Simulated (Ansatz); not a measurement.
# In6Se6 sheet: levels of theory, part 3 of 3

The task, for In6Se6 sheet: compare levels of theory; the runs are relaxing the atoms and single point.

Ansatz 0.2.0; DFT LDA, scalar-relativistic, plane waves, PAW, and further levels as typed in the inputs. Earlier steps stand in the parts before.

### 5 Single point: HSE06, mesh 6×6×1

It takes the final geometry of step 2.

Input file input.yaml:

```yaml
crystal:
  lattice:
    - [4.0, 0.0, 0.0]
    - [-2.0, 3.4987426313, 0.0]
    - [0.0, 0.0, 67.8400000035]
  atoms:
    - { symbol: Se, position: [0.3301223015, 0.6602446031, 0.1379450306] }
    - { symbol: In, position: [-0.0020350963, -0.0040701927, 0.1561605285] }
    - { symbol: In, position: [-0.0020149218, -0.0040298435, 0.1966009017] }
    - { symbol: Se, position: [0.3300716619, 0.6601433237, 0.2148932866] }
    - { symbol: Se, position: [-0.0004571353, -0.0009142706, 0.2564650473] }
    - { symbol: In, position: [0.667401884, 0.334803768, 0.2747309362] }
    - { symbol: In, position: [0.6672175631, 0.3344351262, 0.3151883793] }
    - { symbol: Se, position: [-0.0006900188, -0.0013800376, 0.333470864] }
    - { symbol: Se, position: [0.6687592231, 0.3375184461, 0.375031079] }
    - { symbol: In, position: [0.336616508, 0.673233016, 0.3933100484] }
    - { symbol: In, position: [0.336422208, 0.6728444159, 0.4337447895] }
    - { symbol: Se, position: [0.6685858226, 0.3371716453, 0.4519638258] }
  periodic: [true, true, false]
scf:
  occupations: { method: gaussian, width: 0.01 }
  n_extra_bands: 6
output:
  eigenvalues: true
  eigenstates: { kpoints: [[0.0, 0.0, 0.0]], top_band: c3, e_range: [-3, 4] }
  write_density: true
  write_potential: true
  elf: true
  volumetric_format: npy
kpoints:
  mp_grid: { grid: [6, 6, 1] }
hamiltonian:
  xc: hse06
```

Launch:

```console
ansatz run input.yaml --threads 8 --pin off --max-ram 24576MiB --backend cpu --events-out ev --progress --plain --runs-dir out
```

Standard output:

```text
Warning: RAYON_NUM_THREADS=8 ignored (pool sized by the plan → 8); use --threads N
scf.n_extra_bands = 6 over 87 filled bands (N_el = 174.0): the run solves 93 bands
Engine: ansatz 0.2.0, x86_64-unknown-linux-gnu
Pseudopotentials: kind: paw
Pseudopotential: Se, paw, valence charge 16, recommended cutoff 420 eV (normal), Se.paw.azcp
Pseudopotential: In, paw, valence charge 13, recommended cutoff 420 eV (normal), In.paw.azcp
Functional definition: HSE06
  parameter a = 0.25
  parameter omega = 0.11/bohr
  exchange = pbe_x - a*pbe_x_sr(omega) + a*exact_x_sr(omega)
  correlation = pbe_c
Crystal: 12 atoms, lattice volume = 949.419 Å³
Basis set: ecut = 420 eV, 18655 PW (Γ)
Bands: 93, of which v1, the nominal top of the filled ones, is band 87 counted from 1 (86 counted from 0)
Symmetry: 2 space group operations
Space group: Cm (ITA 8), of the structure as read, at distance tolerance 9.8e-5 Å
k-points: 13 of 36 (time reversal used)
Non-local potential: Se, projectors of the file, l = 0: 2, l = 1: 2, l = 2: 3, l = 3: 1
Non-local potential: In, projectors of the file, l = 0: 2, l = 1: 2, l = 2: 2, l = 3: 2
PAW form: soft (Blöchl's): semilocal exchange-correlation on the pseudo side does not see the compensation charge
PAW frozen core: Se, regenerated for the run's functional, and the local potential with it (the file was generated under x = pbe(κ = 0.804, μ = 0.2195149727645171), c = pbe(β = 0.06672455060314922))
PAW frozen core: In, regenerated for the run's functional, and the local potential with it (the file was generated under x = pbe(κ = 0.804, μ = 0.2195149727645171), c = pbe(β = 0.06672455060314922))
PAW one-centre angular grid: Se, 590 points (default); XC on 64 Gauss nodes
PAW one-centre angular grid: In, 590 points (default); XC on 64 Gauss nodes
Initial density: superposition of atomic densities (neutral atoms: chi_scale 0, normalization atom), corrected by the library's trained network
Initial wavefunctions: pseudopotential atomic-orbital guess
Functional: x = pbe(κ = 0.804, μ = 0.2195149727645171), c = pbe(β = 0.06672455060314922), warm-up for x = pbe(κ = 0.804, μ = 0.2195149727645171) + 0.25 (exact − pbe) at short range (hse, ω = 0.20786987370883472 Å⁻¹), c = pbe(β = 0.06672455060314922); HSE06 as pw.x's `hse` composes it (authors' and Libxc's form: `xc: wpbeh`)
SCF iter   1: F=—  HF=-66407.457551 eV  |F-HF|=—  |Δ(HF+E_count)|=         —  Δρ=1.33e-3  dr2=7.34e-2  ethr=1.77e-3  ⟨swp⟩=6.6  Hψ=4920  notcnv=0
preconditioner: auto → none  [insulator: Δε(μ)=0.757 eV  Ē_g=12.369 eV  σ=0.010 eV  W_gap=1.00  n_scr=170 (ndim 8)  ℏωp=12.9 eV  f_vac=0.639  D(μ)=0.00/eV (n_scr^D=0)]
SCF iter   2: F=—  HF=-66407.515934 eV  |F-HF|=—  |Δ(HF+E_count)|=   5.84e-2  Δρ=1.82e-3  dr2=5.64e-1  ethr=4.22e-5  ⟨swp⟩=6.0  Hψ=3791  notcnv=0  defer=72
SCF iter   3: F=—  HF=-66407.463563 eV  |F-HF|=—  |Δ(HF+E_count)|=   5.24e-2  Δρ=7.40e-4  dr2=8.74e-2  ethr=4.22e-5  ⟨swp⟩=7.0  Hψ=3386  notcnv=0  defer=42
iter 4 solved again at ethr=8.08e-7 eV; its pass at ethr=4.22e-5 eV (dr2=1.41e-3 eV) is discarded
SCF iter   4: F=—  HF=-66407.454790 eV  |F-HF|=—  |Δ(HF+E_count)|=   8.77e-3  Δρ=2.46e-4  dr2=1.26e-3  ethr=8.08e-7  ⟨swp⟩=6.8  Hψ=6210  notcnv=0  defer=18
eigensolver tolerance schedule: the retry pair's looser diagonalisation over-reported the residual by 0.12 of it (diagonalisation noise at 0.12 of the residual, at the tolerance the schedule requests for it); recorded, not acted on — ethr = c·dr2/N_el stays at c = 1.0e-1
SCF iter   5: F=—  HF=-66407.455290 eV  |F-HF|=—  |Δ(HF+E_count)|=   4.99e-4  Δρ=1.58e-4  dr2=3.23e-3  ethr=7.23e-7  ⟨swp⟩=6.0  Hψ=2988  notcnv=0  defer=48  recentre
SCF iter   6: F=—  HF=-66407.455145 eV  |F-HF|=—  |Δ(HF+E_count)|=   1.45e-4  Δρ=1.16e-4  dr2=8.11e-4  ethr=7.23e-7  ⟨swp⟩=6.3  Hψ=2966  notcnv=0  defer=27
SCF iter   7: F=-66407.455236 eV  HF=-66407.455223 eV  |F-HF|=1.33e-5  |Δ(HF+E_count)|=   7.80e-5  Δρ=4.19e-5  dr2=1.93e-5  ethr=4.66e-7  ⟨swp⟩=4.9  Hψ=2547  notcnv=0  defer=22
SCF 1 stopped early in 7 iterations: F = -66407.455236 eV  dr2 = 1.93e-5
Initial density: handed on by an earlier stage of this run
Initial wavefunctions: those handed on with the density
Functional: x = pbe(κ = 0.804, μ = 0.2195149727645171) + 0.25 (exact − pbe) at short range (hse, ω = 0.20786987370883472 Å⁻¹), c = pbe(β = 0.06672455060314922); HSE06 as pw.x's `hse` composes it (authors' and Libxc's form: `xc: wpbeh`)
Exchange kernel: α = 0.2500, screened, ω = 0.2079 Å⁻¹, Wigner–Seitz truncation, v(0) = 1046.7903 eV·Å³, q-mesh 6×6×1, nearest image of the exchange supercell L = 24.00 Å, pair-density grid 20×20×300, without the augmentation charges, whose exchange is taken in its separable form by FFT convolution over the k-point mesh (sized by the pseudopotential files, 24×24×480 at the most), smooth part of the exact exchange by density-matrix convolution
Frozen-core exchange: fock
SCF iter   1: F=—  HF=-66440.666888 eV  |F-HF|=—  |Δ(HF+E_count)|=         —  Δρ=3.18e-3  dr2=1.03e-1  ethr=1.11e-7  ⟨swp⟩=12.2  Hψ=7107  notcnv=0
preconditioner: auto → none  [insulator: Δε(μ)=1.380 eV  Ē_g=14.238 eV  σ=0.010 eV  W_gap=1.00  n_scr=170 (ndim 8)  ℏωp=12.9 eV  f_vac=0.638  D(μ)=0.00/eV (n_scr^D=0)]
SCF iter   2: F=—  HF=-66440.639366 eV  |F-HF|=—  |Δ(HF+E_count)|=   2.75e-2  Δρ=1.64e-3  dr2=1.37e-1  ethr=1.11e-7  ⟨swp⟩=7.1  Hψ=6088  notcnv=0  defer=3
SCF iter   3: F=—  HF=-66440.624757 eV  |F-HF|=—  |Δ(HF+E_count)|=   1.46e-2  Δρ=8.61e-4  dr2=3.81e-2  ethr=1.11e-7  ⟨swp⟩=8.5  Hψ=5958  notcnv=0  defer=8
SCF iter   4: F=—  HF=-66440.619838 eV  |F-HF|=—  |Δ(HF+E_count)|=   4.92e-3  Δρ=3.93e-4  dr2=7.96e-3  ethr=1.11e-7  ⟨swp⟩=6.2  Hψ=4927  notcnv=0
SCF iter   5: F=—  HF=-66440.669263 eV  |F-HF|=—  |Δ(HF+E_count)|=   4.94e-2  Δρ=5.91e-4  dr2=1.07e-2  ethr=1.11e-7  ⟨swp⟩=6.2  Hψ=5363  notcnv=0
SCF iter   6: F=—  HF=-66440.670594 eV  |F-HF|=—  |Δ(HF+E_count)|=   1.33e-3  Δρ=3.14e-4  dr2=2.42e-2  ethr=1.11e-7  ⟨swp⟩=6.5  Hψ=4966  notcnv=0  defer=3
SCF iter   7: F=—  HF=-66440.668279 eV  |F-HF|=—  |Δ(HF+E_count)|=   2.31e-3  Δρ=1.51e-4  dr2=5.26e-3  ethr=1.11e-7  ⟨swp⟩=5.8  Hψ=3614  notcnv=0
SCF iter   8: F=—  HF=-66440.667712 eV  |F-HF|=—  |Δ(HF+E_count)|=   5.67e-4  Δρ=5.09e-5  dr2=5.85e-4  ethr=1.11e-7  ⟨swp⟩=5.7  Hψ=3284  notcnv=0
SCF iter   9: F=—  HF=-66440.667656 eV  |F-HF|=—  |Δ(HF+E_count)|=   5.53e-5  Δρ=1.77e-5  dr2=1.69e-4  ethr=1.11e-7  ⟨swp⟩=4.8  Hψ=2688  notcnv=0  defer=3
SCF iter  10: F=—  HF=-66440.668772 eV  |F-HF|=—  |Δ(HF+E_count)|=   1.12e-3  Δρ=6.81e-5  dr2=7.11e-5  ethr=1.29e-8  ⟨swp⟩=5.5  Hψ=4727  notcnv=0
SCF iter  11: F=-66440.668757 eV  HF=-66440.668758 eV  |F-HF|=1.16e-6  |Δ(HF+E_count)|=   1.42e-5  Δρ=1.33e-5  dr2=5.99e-6  ethr=1.29e-8  ⟨swp⟩=4.0  Hψ=3095  notcnv=0
SCF 2 stopped early in 11 iterations: F = -66440.668757 eV  dr2 = 5.99e-6
hybrid outer 1: dexx = +5.642e-2 eV, tail = 3.27e-4 eV
Exchange kernel: α = 0.2500, screened, ω = 0.2079 Å⁻¹, Wigner–Seitz truncation, v(0) = 1046.7903 eV·Å³, q-mesh 6×6×1, nearest image of the exchange supercell L = 24.00 Å, pair-density grid 20×20×300, without the augmentation charges, whose exchange is taken in its separable form by FFT convolution over the k-point mesh (sized by the pseudopotential files, 24×24×480 at the most), smooth part of the exact exchange by density-matrix convolution
Frozen-core exchange: fock
SCF iter   1: F=—  HF=-66440.668798 eV  |F-HF|=—  |Δ(HF+E_count)|=         —  Δρ=2.65e-5  dr2=5.87e-6  ethr=9.39e-7  ⟨swp⟩=5.5  Hψ=2547  notcnv=0
preconditioner: auto → none  [insulator: Δε(μ)=1.429 eV  Ē_g=14.232 eV  σ=0.010 eV  W_gap=1.00  n_scr=170 (ndim 8)  ℏωp=12.9 eV  f_vac=0.639  D(μ)=0.00/eV (n_scr^D=0)]
SCF iter   2: F=—  HF=-66440.668807 eV  |F-HF|=—  |Δ(HF+E_count)|=   8.83e-6  Δρ=1.66e-5  dr2=2.72e-6  ethr=3.16e-9  ⟨swp⟩=5.0  Hψ=4466  notcnv=0
SCF iter   3: F=—  HF=-66440.668807 eV  |F-HF|=—  |Δ(HF+E_count)|=   4.00e-7  Δρ=7.62e-6  dr2=1.58e-6  ethr=1.35e-9  ⟨swp⟩=4.0  Hψ=2631  notcnv=0
SCF iter   4: F=—  HF=-66440.668807 eV  |F-HF|=—  |Δ(HF+E_count)|=   3.06e-7  Δρ=5.49e-6  dr2=3.40e-6  ethr=6.96e-10  ⟨swp⟩=4.6  Hψ=3032  notcnv=0  recentre
SCF iter   5: F=—  HF=-66440.668807 eV  |F-HF|=—  |Δ(HF+E_count)|=   4.05e-7  Δρ=3.66e-6  dr2=7.96e-7  ethr=6.96e-10  ⟨swp⟩=4.4  Hψ=2746  notcnv=0
SCF iter   6: F=—  HF=-66440.668809 eV  |F-HF|=—  |Δ(HF+E_count)|=   2.62e-6  Δρ=4.36e-6  dr2=2.42e-7  ethr=2.15e-10  ⟨swp⟩=5.2  Hψ=3932  notcnv=0
iter 7 solved again at ethr=4.97e-12 eV; its pass at ethr=1.24e-10 eV (dr2=8.65e-9 eV) is discarded
SCF iter   7: F=-66440.668809 eV  HF=-66440.668809 eV  |F-HF|=7.73e-9  |Δ(HF+E_count)|=   5.25e-8  Δρ=9.67e-7  dr2=1.92e-8  ethr=4.97e-12  ⟨swp⟩=4.0  Hψ=5745  notcnv=0
SCF 3 converged in 7 iterations: F = -66440.668809 eV  dr2 = 1.92e-8
hybrid outer 2: dexx = +3.378e-6 eV, tail = 1.63e-7 eV, Δε = 1.97e-3 eV (about 8.38e-5 eV left of the loop's levels)
NSCF: frozen V_eff on 1 k-points
WARN: The output density's exchange-correlation potential varies sharply where the density is thin. Do not read a vacuum level from v_tot or v_xc, or from such a field of the output density. On a cell that repeats whose density bears no net charge and no dipole along the vacuum's axis use v_es (v_loc + v_h of the components); under efield.dipole_correction with no amplitude use v_es + v_field, which holds any external_charges[].barrier, or the levels of the report's work_function block, which leave it out; under a non-zero efield.amplitude the vacuum is tilted and has no level; on a cell that repeats and bears such a dipole with no correction it is tilted too, and efield.dipole_correction with no amplitude gives each side of its ramp a level where efield: is served; in a cell that repeats whose density bears a net charge (total_charge, or a fill off its count) it is curved and has none; of a slab under crystal.periodic whose density bears no net charge use v_es, which has a level on each side, short of where the two are joined; of another it falls or rises all the way out and has none; of a slab beside external_charges read slab_vacuum_level instead, which it has where they leave it neutral. The grid or the basis barely resolves most such structure, and the values can differ between equally converged runs; as a rule a tighter scf.convergence.dr2_threshold does not remove it. Where the density itself ripples (under the LDA too) a higher basis.ecutwfc lessens it. The files hold the spikes' plane waves up to the density's cutoff. Files: v_tot_of_output_density and the like, and their columns of v_z.tsv (output.write_potential); v_xc_of_output_density and the like, and their columns of v_comp_z.tsv (output.write_potential_components). Measured: with its Gaussian average of σ = 0.25 Å subtracted twice, the exchange-correlation potential is over 0.1 eV at 1480 of the grid points where the equally averaged density (valence and model cores) is under 1e-3 e/Å³, and 1.11 eV at the most among them, at an averaged density of 1.9e-4 e/Å³. The input density's (outcome.potential() and, of a run that writes arrays, v_tot and v_xc) is over 0.1 eV, so measured, at 1480 points of its own thin density, 1.11 eV at the most. See output.write_potential in the manual, Limitations
hybrid SCF converged: 2 outer / 18 inner (+7 warm-up), last move |dexx| = 3.38e-6 eV, tail = 1.63e-7 eV
Stability not checked: this state was not tested for a lower state beside it, because the functional holds exact exchange (a hybrid, or Hartree-Fock), whose exchange loop this test does not read (fock_operator; see scf.lower_state_search)
Free energy (F): -66440.668810 eV
Frozen-core exchange: fock
Harris-Foulkes:  -66440.668810 eV  (|F-HF|=7.73e-9)
Internal energy: -66440.668810 eV  (E = F + TS)
E sigma→0 (E₀):  -66440.668810 eV
Fermi energy:    -5.092087 eV
--- Per-component energies (eV) ---
  E_band       = -5358.434200
  E_kinetic    = 2168.588026
  E_local      = -1779153.095343  (includes V_loc(G=0)·N_el)
  E_nonlocal   = -1373.653250
  E_hartree    = 887568.841949
  E_xc         = -1527.419586
  E_vxc        = -947.567210  (∫ρ·V_xc dr)
  E_exx        = -603.911688  (= α·E_x^exact, valence–valence)
  E_paw        = -36213.257550  (= ΣΔE_a)
  E_vpaw       = 17.414175  (= ΣTr[D̂ρ^β])
  E_aug_tail   = -0.003428  (compensation charges beyond the density's cutoff)
  E_ewald      = 862696.600566
  E_core_change = -3.358507  (= ΣΔE_core)
  E_smearing   = -0.000000  (= −TS)
  E_closure    = -0.000000  (closes the sum)
  Σ components = -66440.668810   (vs F -66440.668810, Δ=1.46e-11)
--- Band table (eV; the first three rows and the last of 13) ---
  k-point 0: bands = ["-56.9656", "-56.9654", "-56.9648", "-56.9646", "-56.9593", "-56.9591", "-56.9501", "-56.9499", "-56.9336", "-56.9321", "-56.9312", "-56.9297", "-56.9296", "-56.9294", "-56.9286", "-56.9261", "-56.9200", "-56.9198", "-56.9197", "-56.9190", "-56.9174", "-56.9171", "-56.9143", "-56.9055", "-56.8928", "-56.8905", "-56.8827", "-56.8804", "-56.8767", "-56.8665", "-22.3442", "-22.3429", "-22.3349", "-22.1351", "-22.1333", "-22.1330", "-22.1311", "-22.1256", "-22.1235", "-22.0347", "-22.0327", "-22.0317", "-22.0297", "-22.0252", "-22.0222", "-22.0201", "-22.0196", "-22.0182", "-22.0178", "-22.0107", "-22.0103", "-21.8113", "-21.8106", "-21.8081", "-21.8074", "-21.8008", "-21.8000", "-21.7799", "-21.7748", "-21.7672", "-20.6317", "-20.5603", "-20.3152", "-20.2930", "-20.1334", "-20.0586", "-12.6113", "-12.4129", "-12.2149", "-10.2053", "-9.7284", "-9.2534", "-7.3839", "-7.3415", "-7.3130", "-7.2721", "-7.1654", "-7.1509", "-7.1042", "-7.0900", "-7.0638", "-7.0458", "-7.0223", "-7.0094", "-6.9703", "-6.4575", "-5.8067", "-4.3774", "-3.8757", "-3.3629", "-2.8602", "-2.8043", "-2.8018"]
  k-point 1: bands = ["-56.9656", "-56.9654", "-56.9648", "-56.9646", "-56.9593", "-56.9591", "-56.9501", "-56.9499", "-56.9336", "-56.9321", "-56.9312", "-56.9297", "-56.9296", "-56.9294", "-56.9286", "-56.9261", "-56.9199", "-56.9197", "-56.9197", "-56.9190", "-56.9173", "-56.9171", "-56.9143", "-56.9055", "-56.8928", "-56.8905", "-56.8827", "-56.8804", "-56.8767", "-56.8665", "-22.3439", "-22.3425", "-22.3344", "-22.2119", "-22.2055", "-22.1984", "-22.1298", "-22.1279", "-22.1243", "-22.1202", "-22.1176", "-22.1105", "-22.0268", "-22.0248", "-22.0174", "-22.0132", "-22.0112", "-22.0058", "-22.0040", "-22.0037", "-21.9965", "-21.8507", "-21.8466", "-21.8393", "-21.8139", "-21.8107", "-21.8034", "-21.7138", "-21.7103", "-21.7028", "-20.3331", "-20.2681", "-20.0406", "-20.0204", "-19.8763", "-19.8088", "-12.4084", "-12.2695", "-12.1510", "-10.1456", "-9.9509", "-9.8590", "-8.7543", "-8.6894", "-8.4283", "-8.3824", "-8.1276", "-7.7498", "-7.6880", "-7.6321", "-7.4249", "-7.4075", "-7.2818", "-7.2241", "-6.6570", "-6.2836", "-5.9389", "-3.1685", "-3.0136", "-2.8155", "-2.2406", "-2.1571", "-2.0919"]
  k-point 2: bands = ["-56.9655", "-56.9654", "-56.9647", "-56.9646", "-56.9592", "-56.9591", "-56.9500", "-56.9499", "-56.9336", "-56.9321", "-56.9312", "-56.9297", "-56.9295", "-56.9294", "-56.9286", "-56.9261", "-56.9199", "-56.9197", "-56.9197", "-56.9190", "-56.9173", "-56.9171", "-56.9143", "-56.9054", "-56.8928", "-56.8905", "-56.8828", "-56.8804", "-56.8767", "-56.8664", "-22.3917", "-22.3861", "-22.3784", "-22.2780", "-22.2739", "-22.2674", "-22.2552", "-22.2473", "-22.2403", "-22.1286", "-22.1266", "-22.1190", "-22.0405", "-22.0385", "-22.0310", "-21.9761", "-21.9740", "-21.9723", "-21.9706", "-21.9665", "-21.9631", "-21.8729", "-21.8693", "-21.8620", "-21.8187", "-21.8156", "-21.8083", "-21.6559", "-21.6522", "-21.6448", "-19.6770", "-19.6252", "-19.4474", "-19.4293", "-19.3333", "-19.2853", "-12.4569", "-12.3687", "-12.2921", "-11.3094", "-11.1379", "-11.0129", "-10.0253", "-9.7559", "-9.2985", "-8.8699", "-8.3186", "-8.2813", "-8.2060", "-7.9753", "-7.9462", "-7.8813", "-7.7829", "-7.7014", "-7.0018", "-6.8743", "-6.7203", "-3.4940", "-3.3192", "-3.1164", "-2.9559", "-2.8312", "-2.6185"]
  k-point 12: bands = ["-56.9655", "-56.9653", "-56.9648", "-56.9645", "-56.9593", "-56.9590", "-56.9501", "-56.9498", "-56.9336", "-56.9321", "-56.9312", "-56.9297", "-56.9296", "-56.9293", "-56.9286", "-56.9261", "-56.9199", "-56.9196", "-56.9196", "-56.9190", "-56.9174", "-56.9171", "-56.9143", "-56.9054", "-56.8928", "-56.8905", "-56.8827", "-56.8804", "-56.8767", "-56.8664", "-22.4235", "-22.4178", "-22.4100", "-22.3037", "-22.2972", "-22.2891", "-22.2798", "-22.2783", "-22.2703", "-22.1416", "-22.1396", "-22.1319", "-22.0374", "-22.0355", "-22.0280", "-21.9680", "-21.9662", "-21.9656", "-21.9646", "-21.9581", "-21.9573", "-21.8698", "-21.8665", "-21.8592", "-21.8273", "-21.8242", "-21.8169", "-21.6352", "-21.6314", "-21.6241", "-19.2558", "-19.2148", "-19.0968", "-19.0744", "-19.0237", "-18.9955", "-12.6025", "-12.5370", "-12.4886", "-11.6984", "-11.6028", "-11.5554", "-9.7101", "-9.5841", "-9.4624", "-9.1709", "-9.1207", "-8.9903", "-8.9244", "-8.8269", "-8.6694", "-8.3859", "-8.0003", "-7.7926", "-7.3985", "-7.2375", "-7.0911", "-3.1576", "-3.0998", "-3.0426", "-2.6702", "-2.5081", "-2.3735"]
  the weakly bound empty levels are not read free of the cell's end (exact_exchange)
```

Run time: 22 min. Hardware: 8 threads of Intel Xeon Platinum 8259CL at 2.50GHz (Skylake/Cascade Lake), shared host; peak memory 21 GiB.

The maps below are laid out on this run's own conventional cell (a, b, c = 6.997, 4.000, 67.840 Å).

Density in a lattice plane of the grid's cell (edges 7.00 and 67.84 Å, at 0.000 of the third edge), which holds Se and In.

Ten even steps from ' ' (0.00 e/Å³) to '@' (37.15 e/Å³):
```
            
            
            
            
            
            
            
            
            
            
        @@  
    ..      
            
            
::          
::          
..          
            
            
            
```
Columns run along the first of these edges and rows up along the second, over one cell in 6 and 20 even steps from the bottom left corner. Atoms in the plane (fractional): Se at (0.33, 0.14), In at (1.00, 0.16), In at (1.00, 0.20), Se at (0.33, 0.21), Se at (1.00, 0.26), In at (0.67, 0.27), In at (0.67, 0.32), Se at (1.00, 0.33), Se at (0.67, 0.38), In at (0.34, 0.39), In at (0.34, 0.43), Se at (0.67, 0.45).

ELF in the same plane.

Values, 12 rows by 6 columns:
```
0.00 0.00 0.00 0.00 0.00 0.00
0.00 0.00 0.00 0.00 0.00 0.00
0.00 0.00 0.00 0.00 0.00 0.00
0.00 0.00 0.00 0.00 0.00 0.00
0.00 0.00 0.00 0.00 0.00 0.00
0.00 0.00 0.00 0.00 0.03 0.00
0.02 0.47 0.40 0.42 0.02 0.03
0.11 0.68 0.01 0.10 0.16 0.76
0.60 0.66 0.01 0.05 0.08 0.74
0.19 0.25 0.12 0.06 0.02 0.30
0.00 0.00 0.00 0.00 0.00 0.00
0.00 0.00 0.00 0.00 0.00 0.00
```
Columns run along the first of these edges and rows up along the second, over one cell in 6 and 12 even steps from the bottom left corner. Atoms in the plane (fractional): Se at (0.33, 0.14), In at (1.00, 0.16), In at (1.00, 0.20), Se at (0.33, 0.21), Se at (1.00, 0.26), In at (0.67, 0.27), In at (0.67, 0.32), Se at (1.00, 0.33), Se at (0.67, 0.38), In at (0.34, 0.39), In at (0.34, 0.43), Se at (0.67, 0.45).

Both are smooth fields of the valence electrons: close to the nuclei they are not physical.

Maxima of ELF outside the ion cores: 0.88 beside Se, off the lines to its neighbours, 0.9 Å from Se; 0.81 on the Se–In line, 0.9 Å from Se; 0.63 between the atoms, 1.5 Å from In.

### 6 Summary of results

What follows sums up all 3 parts.

```
step   level   k mesh  energy above the lowest (eV)  gap on the mesh (eV)     time
   2     LDA  10×10×1                         0.000                  0.51  5.1 min
   3     LDA  10×10×1                         0.000                  0.51     47 s
   4  r2SCAN  10×10×1                           n/a                  1.10     91 s
   5   HSE06    6×6×1                           n/a                  1.43   22 min
```

Energies compare only among runs of one formula, size, charge, level and basis; each such set counts from its lowest member.

The rows set the runs side by side; convergence of the settings was not tested in this session.
